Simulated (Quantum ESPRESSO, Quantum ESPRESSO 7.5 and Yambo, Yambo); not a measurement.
# A GW chain in Yambo: SiC (P6_3mc)

Aim: the G0W0 gap of SiC (P6_3mc) on PBE, step by step.

Method: PBE and many-body steps on it, plane waves, in Quantum ESPRESSO 7.5 and Yambo 5.3.0.

**Experimental background.**

- Gap 3.26 eV: band gap at cryogenic temperature; bulk crystal (literature value) (quoted in “Silicon carbide diodes for neutron detection”, 2020, arxiv:2009.14696).

- Gap 3.2 eV: experimental band gap quoted from earlier work; bulk crystal (quoted in “Local vibrational modes of Si vacancy spin qubits in SiC”, 2020, arxiv:2002.00067).

- Gap 3.285 eV: band gap at low temperature, quoted from earlier experiments; bulk crystal (quoted in “Excitation properties of the divacancy in 4H-SiC”, 2018, arxiv:1804.01167).

### 1. Starting point

It takes space group P6_3mc (No. 186, hexagonal). The conventional cell has a = 3.076 Å, b = 3.076 Å, c = 10.071 Å, α = 90.00°, β = 90.00°, γ = 120.00°. Nearest to Si lie 4 C at 1.88 to 1.89 Å. C has 4 Si at 1.88 to 1.89 Å nearest. C has 4 Si at 1.88 to 1.89 Å nearest. Farther neighbours are not listed.

The cell and positions are those that the Materials Project relaxed with its own functionals (PBE, PBE+U or r2SCAN), kept fixed.

### 2. Ground state

This step: Quantum ESPRESSO 7.5; DFT, PBE, plane waves, norm-conserving pseudopotentials.

The ground-state density comes first.

Input file pw.in:

```
&control
  calculation = 'scf'
  prefix = 'x'
  outdir = 'o'
  pseudo_dir = 'pseudo'
/
&system
  ibrav = 0
  nat = 8
  ntyp = 2
  ecutwfc = 74.0
  nbnd = 24
  force_symmorphic = .true.
/
&electrons
  conv_thr = 1e-10
  electron_maxstep = 80
  mixing_beta = 0.5
/
ATOMIC_SPECIES
  Si 28.085 Si.upf
  C 12.011 C.upf
CELL_PARAMETERS angstrom
  3.0756941497 -0.0000000000 0.0000000000
  -1.5378470748 2.6636292679 0.0000000000
  0.0000000000 0.0000000000 10.0706464800
ATOMIC_POSITIONS crystal
  Si 0.6666666667 0.3333333333 0.9378419800
  Si 0.3333333333 0.6666666667 0.4378419800
  Si 0.0000000000 0.0000000000 0.6878943800
  Si 0.0000000000 0.0000000000 0.1878943800
  C 0.6666666667 0.3333333333 0.7498025900
  C 0.3333333333 0.6666666667 0.2498025900
  C 0.0000000000 0.0000000000 0.5004600500
  C 0.0000000000 0.0000000000 0.0004600500
K_POINTS automatic
  6 6 2 0 0 0
```

Run with:

```
OMP_NUM_THREADS=1 mpirun -n 4 pw.x -nk 4 -in pw.in > pw.out
```

What it wrote:

```text
Program PWSCF v.7.5 starts

     This program is part of the open-source Quantum ESPRESSO suite
     for quantum simulation of materials; please cite
         "P. Giannozzi et al., J. Phys.:Condens. Matter 21 395502 (2009);
         "P. Giannozzi et al., J. Phys.:Condens. Matter 29 465901 (2017);
         "P. Giannozzi et al., J. Chem. Phys. 152 154105 (2020);
     in publications or presentations arising from this work. More details at
     Message from routine setup:
     using ibrav=0 with symmetry is DISCOURAGED, use correct ibrav instead

     G-vector sticks info

     bravais-lattice index     =            0
     lattice parameter (alat)  =       5.8122  a.u.
     unit-cell volume          =     556.7637 (a.u.)^3
     number of atoms/cell      =            8
     number of atomic types    =            2
     number of electrons       =        32.00
     number of Kohn-Sham states=           24
     kinetic-energy cutoff     =      74.0000  Ry
     charge density cutoff     =     296.0000  Ry
     scf convergence threshold =      1.0E-10
     mixing beta               =       0.5000
     number of iterations used =            8  plain     mixing
     Exchange-correlation= PBE
                           (   1   4   3   4   0   0   0)

     celldm(1)=   5.812220  celldm(2)=   0.000000  celldm(3)=   0.000000
     celldm(4)=   0.000000  celldm(5)=   0.000000  celldm(6)=   0.000000

     crystal axes: (cart. coord. in units of alat)
               a(1) = (   1.000000  -0.000000   0.000000 )
               a(2) = (  -0.500000   0.866025   0.000000 )
               a(3) = (   0.000000   0.000000   3.274268 )

     reciprocal axes: (cart. coord. in units 2 pi/alat)
               b(1) = (  1.000000  0.577350 -0.000000 )
               b(2) = (  0.000000  1.154701 -0.000000 )
               b(3) = ( -0.000000 -0.000000  0.305412 )
     Pseudo is Norm-conserving + core correction, Zval =  4.0
     Generated using ONCVPSP code by D. R. Hamann
     Using radial grid of 1510 points,  6 beta functions with:
     Pseudo is Norm-conserving + core correction, Zval =  4.0
     Generated using ONCVPSP code by D. R. Hamann
     Using radial grid of 1248 points,  4 beta functions with:
     Si                4.00    28.08500     Si( 1.00)
     C                 4.00    12.01100     C ( 1.00)

      6 Sym. Ops. (no inversion) found

   Cartesian axes

     site n.     atom                  positions (alat units)
         1        Si     tau(   1) = (   0.5000000   0.2886751   3.0707458  )
         2        Si     tau(   2) = (  -0.0000000   0.5773503   1.4336119  )
         3        Si     tau(   3) = (   0.0000000   0.0000000   2.2523505  )
         4        Si     tau(   4) = (   0.0000000   0.0000000   0.6152165  )
         5        C      tau(   5) = (   0.5000000   0.2886751   2.4550545  )
         6        C      tau(   6) = (  -0.0000000   0.5773503   0.8179206  )
         7        C      tau(   7) = (   0.0000000   0.0000000   1.6386403  )
         8        C      tau(   8) = (   0.0000000   0.0000000   0.0015063  )

     number of k points=    14
                       cart. coord. in units 2pi/alat
        k(    1) = (   0.0000000   0.0000000   0.0000000), wk =   0.0277778
        k(    2) = (   0.0000000   0.0000000  -0.1527059), wk =   0.0277778
        k(    3) = (   0.0000000   0.1924501   0.0000000), wk =   0.1666667
        k(    4) = (   0.0000000   0.1924501  -0.1527059), wk =   0.1666667
        k(    5) = (   0.0000000   0.3849002   0.0000000), wk =   0.1666667
        k(    6) = (   0.0000000   0.3849002  -0.1527059), wk =   0.1666667
        k(    7) = (   0.0000000  -0.5773503   0.0000000), wk =   0.0833333
        k(    8) = (   0.0000000  -0.5773503  -0.1527059), wk =   0.0833333
        k(    9) = (   0.1666667   0.2886751   0.0000000), wk =   0.1666667
        k(   10) = (   0.1666667   0.2886751  -0.1527059), wk =   0.1666667
        k(   11) = (   0.1666667   0.4811252   0.0000000), wk =   0.3333333
        k(   12) = (   0.1666667   0.4811252  -0.1527059), wk =   0.3333333
        k(   13) = (   0.3333333   0.5773503   0.0000000), wk =   0.0555556
        k(   14) = (   0.3333333   0.5773503  -0.1527059), wk =   0.0555556

     Dense  grid:    47781 G-vectors     FFT dimensions: (  32,  32, 108)

     Initial potential from superposition of free atoms

     starting charge      31.9974, renormalised to      32.0000
     Starting wfcs are   32 randomized atomic wfcs

     per-process dynamical memory:    43.6 Mb

     Self-consistent Calculation

     iteration #  1     ecut=    74.00 Ry     beta= 0.50

     total energy              =     -81.73755223 Ry
     estimated scf accuracy    <       1.73497666 Ry

     iteration #  2     ecut=    74.00 Ry     beta= 0.50

     total energy              =     -82.15226645 Ry
     estimated scf accuracy    <       0.07190896 Ry

     iteration #  3     ecut=    74.00 Ry     beta= 0.50

     total energy              =     -82.15527948 Ry
     estimated scf accuracy    <       0.01468537 Ry

     iteration #  4     ecut=    74.00 Ry     beta= 0.50

     total energy              =     -82.15706115 Ry
     estimated scf accuracy    <       0.00520743 Ry

     iteration #  5     ecut=    74.00 Ry     beta= 0.50

     total energy              =     -82.15746158 Ry
     estimated scf accuracy    <       0.00029696 Ry

     iteration #  6     ecut=    74.00 Ry     beta= 0.50

     total energy              =     -82.15765044 Ry
     estimated scf accuracy    <       0.00016914 Ry

     iteration #  7     ecut=    74.00 Ry     beta= 0.50

     total energy              =     -82.15761648 Ry
     estimated scf accuracy    <       0.00007073 Ry

     iteration #  8     ecut=    74.00 Ry     beta= 0.50

     total energy              =     -82.15763615 Ry
     estimated scf accuracy    <       0.00000197 Ry

     iteration #  9     ecut=    74.00 Ry     beta= 0.50

     total energy              =     -82.15763593 Ry
     estimated scf accuracy    <       0.00000086 Ry

     iteration # 10     ecut=    74.00 Ry     beta= 0.50

     total energy              =     -82.15763607 Ry
     estimated scf accuracy    <       0.00000004 Ry

     iteration # 11     ecut=    74.00 Ry     beta= 0.50

     total energy              =     -82.15763606 Ry
     estimated scf accuracy    <       0.00000003 Ry

     iteration # 12     ecut=    74.00 Ry     beta= 0.50

     total energy              =     -82.15763607 Ry
     estimated scf accuracy    <          3.1E-09 Ry

     iteration # 13     ecut=    74.00 Ry     beta= 0.50

     total energy              =     -82.15763607 Ry
     estimated scf accuracy    <          6.0E-10 Ry

     iteration # 14     ecut=    74.00 Ry     beta= 0.50

     End of self-consistent calculation

          k = 0.0000 0.0000 0.0000 (  5975 PWs)   bands (ev):

    -5.9065  -4.7274  -4.6903  -2.3298   0.9692   5.2136   5.2542   8.4176
     8.4176   8.8798   8.8798   9.0221   9.0221   9.5541   9.6070   9.6070
    14.7181  15.2976  15.9184  15.9433  16.6000  16.6000  16.6246  17.0213

          k = 0.0000 0.0000-0.1527 (  5896 PWs)   bands (ev):

    -5.6014  -5.6014  -3.3509  -3.3509   2.4825   2.4825   8.0588   8.0588
     8.5617   8.5617   8.5618   8.5618   9.4003   9.4003   9.4003   9.4003
    14.9266  14.9266  16.3900  16.3900  16.6895  16.6895  16.6895  16.6895

          k = 0.0000 0.1925 0.0000 (  5970 PWs)   bands (ev):

    -5.4260  -4.2640  -4.2245  -1.9306   1.4042   5.2303   5.2968   6.3075
     7.1679   7.3173   7.6842   8.0758   8.3790   8.4405   9.2205   9.3602
    14.3922  15.0788  15.3568  16.4259  16.7646  17.0710  17.2053  17.3011

          k = 0.0000 0.1925-0.1527 (  5966 PWs)   bands (ev):

     [... further k-points ...]

     highest occupied, lowest unoccupied level (ev):     9.6070   11.8350

!    total energy              =     -82.15763607 Ry
     estimated scf accuracy    <          9.2E-11 Ry

     The total energy is the sum of the following terms:
     one-electron contribution =      22.45812901 Ry
     hartree contribution      =       9.39351775 Ry
     xc contribution           =     -30.25601132 Ry
     ewald contribution        =     -83.75327150 Ry

     convergence has been achieved in  14 iterations

     XML data file, charge density, pseudopotentials, collected wavefunctions

=------------------------------------------------------------------------------=
   JOB DONE.
=------------------------------------------------------------------------------=
```

Run time: 21 s. Hardware: 4 MPI ranks of Arm Neoverse N1, shared host; peak memory 0.36 GiB.

This step gave:

```
total energy               : -1117.8116 eV
gap                        : 2.228 eV
k of the valence top       : 0, 0, 0
k of the conduction bottom : 0, -0.5, 0
least direct gap           : 3.353 eV
```

The gap is indirect, with the least direct gap 1.13 eV higher.

### 3. Bands along the symmetry lines

Levels along a band path, at the cheap level, show where the edges lie and whether the meshes to come will hold them.

Input file pw.in:

```
&control
  calculation = 'bands'
  prefix = 'x'
  outdir = 'o'
  pseudo_dir = 'pseudo'
/
&system
  ibrav = 0
  nat = 8
  ntyp = 2
  ecutwfc = 74.0
  nbnd = 22
  force_symmorphic = .true.
/
&electrons
  conv_thr = 1e-9
  electron_maxstep = 80
  diago_full_acc = .true.
  diago_thr_init = 5e-6
/
ATOMIC_SPECIES
  Si 28.085 Si.upf
  C 12.011 C.upf
CELL_PARAMETERS angstrom
  3.0756941497 -0.0000000000 0.0000000000
  -1.5378470748 2.6636292679 0.0000000000
  0.0000000000 0.0000000000 10.0706464800
ATOMIC_POSITIONS crystal
  Si 0.6666666667 0.3333333333 0.9378419800
  Si 0.3333333333 0.6666666667 0.4378419800
  Si 0.0000000000 0.0000000000 0.6878943800
  Si 0.0000000000 0.0000000000 0.1878943800
  C 0.6666666667 0.3333333333 0.7498025900
  C 0.3333333333 0.6666666667 0.2498025900
  C 0.0000000000 0.0000000000 0.5004600500
  C 0.0000000000 0.0000000000 0.0004600500
K_POINTS crystal
  75
  0.00000000 0.00000000 0.00000000 1
  0.06250000 0.00000000 0.00000000 1
  0.12500000 0.00000000 0.00000000 1
  0.18750000 0.00000000 0.00000000 1
  0.25000000 0.00000000 0.00000000 1
  0.31250000 0.00000000 0.00000000 1
  0.37500000 0.00000000 0.00000000 1
  0.43750000 0.00000000 0.00000000 1
  0.50000000 0.00000000 0.00000000 1
  0.47916667 0.04166667 0.00000000 1
  0.45833333 0.08333333 0.00000000 1
  0.43750000 0.12500000 0.00000000 1
  0.41666666 0.16666666 0.00000000 1
  0.39583333 0.20833333 0.00000000 1
  0.37500000 0.25000000 0.00000000 1
  0.35416666 0.29166666 0.00000000 1
  0.33333333 0.33333333 0.00000000 1
  0.29166666 0.29166666 0.00000000 1
  0.25000000 0.25000000 0.00000000 1
  0.20833333 0.20833333 0.00000000 1
  0.16666666 0.16666666 0.00000000 1
  0.12500000 0.12500000 0.00000000 1
  0.08333333 0.08333333 0.00000000 1
  0.04166667 0.04166667 0.00000000 1
  0.00000000 0.00000000 0.00000000 1
  0.00000000 0.00000000 0.06250000 1
  0.00000000 0.00000000 0.12500000 1
  0.00000000 0.00000000 0.18750000 1
  0.00000000 0.00000000 0.25000000 1
  0.00000000 0.00000000 0.31250000 1
  0.00000000 0.00000000 0.37500000 1
  0.00000000 0.00000000 0.43750000 1
  0.00000000 0.00000000 0.50000000 1
  0.06250000 0.00000000 0.50000000 1
  0.12500000 0.00000000 0.50000000 1
  0.18750000 0.00000000 0.50000000 1
  0.25000000 0.00000000 0.50000000 1
  0.31250000 0.00000000 0.50000000 1
  0.37500000 0.00000000 0.50000000 1
  0.43750000 0.00000000 0.50000000 1
  0.50000000 0.00000000 0.50000000 1
  0.47916667 0.04166667 0.50000000 1
  0.45833333 0.08333333 0.50000000 1
  0.43750000 0.12500000 0.50000000 1
  0.41666666 0.16666666 0.50000000 1
  0.39583333 0.20833333 0.50000000 1
  0.37500000 0.25000000 0.50000000 1
  0.35416666 0.29166666 0.50000000 1
  0.33333333 0.33333333 0.50000000 1
  0.29166666 0.29166666 0.50000000 1
  0.25000000 0.25000000 0.50000000 1
  0.20833333 0.20833333 0.50000000 1
  0.16666666 0.16666666 0.50000000 1
  0.12500000 0.12500000 0.50000000 1
  0.08333333 0.08333333 0.50000000 1
  0.04166667 0.04166667 0.50000000 1
  0.00000000 0.00000000 0.50000000 1
  0.50000000 0.00000000 0.50000000 1
  0.50000000 0.00000000 0.43750000 1
  0.50000000 0.00000000 0.37500000 1
  0.50000000 0.00000000 0.31250000 1
  0.50000000 0.00000000 0.25000000 1
  0.50000000 0.00000000 0.18750000 1
  0.50000000 0.00000000 0.12500000 1
  0.50000000 0.00000000 0.06250000 1
  0.50000000 0.00000000 0.00000000 1
  0.33333333 0.33333333 0.50000000 1
  0.33333333 0.33333333 0.43750000 1
  0.33333333 0.33333333 0.37500000 1
  0.33333333 0.33333333 0.31250000 1
  0.33333333 0.33333333 0.25000000 1
  0.33333333 0.33333333 0.18750000 1
  0.33333333 0.33333333 0.12500000 1
  0.33333333 0.33333333 0.06250000 1
  0.33333333 0.33333333 0.00000000 1
```

What it wrote:

```text
[banner, memory and clock lines left out]
Program PWSCF v.7.5 starts

     Atomic positions and unit cell read from directory:
     o/x.save/

     Message from routine setup:
     using ibrav=0 with symmetry is DISCOURAGED, use correct ibrav instead

     G-vector sticks info

     bravais-lattice index     =            0
     lattice parameter (alat)  =       5.8122  a.u.
     unit-cell volume          =     556.7637 (a.u.)^3
     number of atoms/cell      =            8
     number of atomic types    =            2
     number of electrons       =        32.00
     number of Kohn-Sham states=           22
     kinetic-energy cutoff     =      74.0000  Ry
     charge density cutoff     =     296.0000  Ry
     Exchange-correlation= PBE
                           (   1   4   3   4   0   0   0)

     celldm(1)=   5.812220  celldm(2)=   0.000000  celldm(3)=   0.000000
     celldm(4)=   0.000000  celldm(5)=   0.000000  celldm(6)=   0.000000

     crystal axes: (cart. coord. in units of alat)
               a(1) = (   1.000000  -0.000000   0.000000 )
               a(2) = (  -0.500000   0.866025   0.000000 )
               a(3) = (   0.000000   0.000000   3.274268 )

     reciprocal axes: (cart. coord. in units 2 pi/alat)
               b(1) = (  1.000000  0.577350 -0.000000 )
               b(2) = (  0.000000  1.154701 -0.000000 )
               b(3) = ( -0.000000 -0.000000  0.305412 )
     Pseudo is Norm-conserving + core correction, Zval =  4.0
     Generated using ONCVPSP code by D. R. Hamann
     Using radial grid of 1510 points,  6 beta functions with:
     Pseudo is Norm-conserving + core correction, Zval =  4.0
     Generated using ONCVPSP code by D. R. Hamann
     Using radial grid of 1248 points,  4 beta functions with:
     Si                4.00    28.08500     Si( 1.00)
     C                 4.00    12.01100     C ( 1.00)

      6 Sym. Ops. (no inversion) found

   Cartesian axes

     site n.     atom                  positions (alat units)
         1        Si     tau(   1) = (   0.5000000   0.2886751   3.0707458  )
         2        Si     tau(   2) = (  -0.0000000   0.5773503   1.4336119  )
         3        Si     tau(   3) = (   0.0000000   0.0000000   2.2523505  )
         4        Si     tau(   4) = (   0.0000000   0.0000000   0.6152165  )
         5        C      tau(   5) = (   0.5000000   0.2886751   2.4550545  )
         6        C      tau(   6) = (  -0.0000000   0.5773503   0.8179206  )
         7        C      tau(   7) = (   0.0000000   0.0000000   1.6386403  )
         8        C      tau(   8) = (   0.0000000   0.0000000   0.0015063  )

     number of k points=    75
                       cart. coord. in units 2pi/alat
        k(    1) = (   0.0000000   0.0000000   0.0000000), wk =   0.0266667
        k(    2) = (   0.0625000   0.0360844   0.0000000), wk =   0.0266667
        k(    3) = (   0.1250000   0.0721688   0.0000000), wk =   0.0266667
[...]
[... 63 further rows ...]
        k(   74) = (   0.3333333   0.5773503   0.0190882), wk =   0.0266667
        k(   75) = (   0.3333333   0.5773503   0.0000000), wk =   0.0266667

     Dense  grid:    47781 G-vectors     FFT dimensions: (  32,  32, 108)

     The potential is recalculated from file :
     o/x.save/charge-density

     Starting wfcs are   32 randomized atomic wfcs

     Band Structure Calculation

     End of band structure calculation

          k = 0.0000 0.0000 0.0000 (  5975 PWs)   bands (ev):

    -5.9065  -4.7273  -4.6903  -2.3297   0.9692   5.2137   5.2542   8.4176
     8.4176   8.8798   8.8798   9.0222   9.0222   9.5542   9.6071   9.6071
    14.7181  15.2976  15.9184  15.9434  16.6001  16.6001

          k = 0.0625 0.0361 0.0000 (  5951 PWs)   bands (ev):

    -5.8385  -4.6615  -4.6242  -2.2721   1.0319   5.2367   5.2784   8.0142
[...]
14.9601  15.5146  15.9334  16.0470  16.4558  16.5661

          k = 0.1250 0.0722 0.0000 (  5952 PWs)   bands (ev):

[...]
14.8744  15.5374  15.6319  16.3074  16.5596  16.8568

[...]
k = 0.3333 0.5774 0.0191 (  6009 PWs)   bands (ev):

[...]
13.5457  13.5457  14.8309  15.2601  15.2601  18.4598

          k = 0.3333 0.5774 0.0000 (  6012 PWs)   bands (ev):

    -1.4310  -1.2200  -1.2200  -1.1344   1.9196   2.3206   2.3206   3.4054
     3.4054   3.4306   5.2216   5.2216   5.6050   6.7305   6.7305   7.9314
    13.5862  13.5862  14.8027  15.2083  15.2083  18.5501

     XML data file, pseudopotentials, collected wavefunctions
```

Run time: 29 s. Hardware: 4 MPI ranks; peak memory 0.3 GiB; 1.9 min of CPU time.

This step gave:

| Quantity | Value |
| --- | --- |
| gap | 2.228 eV |
| k of the valence top | 0, 0, 0 |
| k of the conduction bottom | 0.5, 0, 0 |
| least direct gap | 3.353 eV |

The gap is 2.228 eV, as in the run before at this level.

Electronic bands along the path, in eV, zero at the top of the highest filled band:

```csv
point,band 13,band 14,band 15,band 16,band 17,band 18,band 19,band 20
Γ,-0.58,-0.05,0.00,0.00,5.11,5.69,6.31,6.34
halfway,-1.67,-1.63,-0.83,-0.55,3.79,4.30,5.09,6.14
M,-2.37,-2.23,-1.58,-1.13,2.23,2.36,4.24,4.76
halfway,-3.20,-2.57,-1.93,-1.85,3.15,3.99,4.73,6.09
K,-4.00,-2.88,-2.88,-1.68,3.98,3.98,5.20,5.60
halfway,-2.51,-2.08,-1.56,-0.93,4.70,4.93,5.30,6.34
Γ,-0.58,-0.05,0.00,0.00,5.11,5.69,6.31,6.34
halfway,-0.41,-0.41,-0.06,-0.06,5.17,5.54,6.52,6.58
A,-0.21,-0.21,-0.21,-0.21,5.32,5.32,6.78,6.78
halfway,-1.28,-1.28,-0.92,-0.92,3.96,3.96,5.58,5.58
L,-2.51,-2.51,-1.56,-1.56,2.64,2.64,4.22,4.22
halfway,-3.23,-3.23,-2.04,-2.04,3.53,3.53,5.51,5.51
H,-2.76,-2.76,-2.46,-2.46,3.25,3.25,6.69,6.69
halfway,-2.15,-2.15,-1.04,-1.04,4.96,4.96,5.53,5.53
A,-0.21,-0.21,-0.21,-0.21,5.32,5.32,6.78,6.78
jump to L,-2.51,-2.51,-1.56,-1.56,2.64,2.64,4.22,4.22
halfway,-2.49,-1.97,-1.89,-1.24,2.47,2.47,4.03,4.79
M,-2.37,-2.23,-1.58,-1.13,2.23,2.36,4.24,4.76
jump to H,-2.76,-2.76,-2.46,-2.46,3.25,3.25,6.69,6.69
halfway,-3.58,-2.65,-2.65,-2.00,3.55,3.55,5.62,6.19
K,-4.00,-2.88,-2.88,-1.68,3.98,3.98,5.20,5.60
```

(Part 1 of 3 ends here.)

[Paths, hosts, dates, memory and timing lines, banners, echoed tables and standing remarks are left out of the program output.]

[Logs are printed without paths, hosts, clocks, repeated set-up lines and the standing remarks that a program may print on its own settings, such as how far it seeks lower states.]

[Runs of the session that timed out or met a known fault of the program may be left out.]

[Hosts, paths, dates, database ids (printed as entryN), source tags and the programs' standing remarks are cut or masked in the printed files.]
